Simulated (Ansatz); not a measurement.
Li$_{2}$O (anti-fluorite, Fm-3m), a = 4.580 Å, b = 4.580 Å, c = 4.580 Å, α = 90.00°, β = 90.00°, γ = 90.00°; the cell used has 3 atoms.

Relaxed with PBEsol.

Q: Give the optical modes at the zone centre with their infrared activity from DFPT, the program Ansatz at the PBEsol level (PAW).

A: Transverse frequencies, without the LO–TO term; a row sums one degenerate level.

```csv
ω (cm⁻¹),degeneracy,IR ((D/Å)²/amu),activity,symmetry
444,3,29.99,IR,T1u
535,3,0.00,IR-inactive,T2g
```

Q: How high does the top mode go among those that the LO–TO term moves?

A: 706 cm⁻¹ for q along x.

Symmetry was held in the PBEsol relaxation; of distortions, only those at the zone centre were tested.

Potentials: the later of the program's two PAW sets.
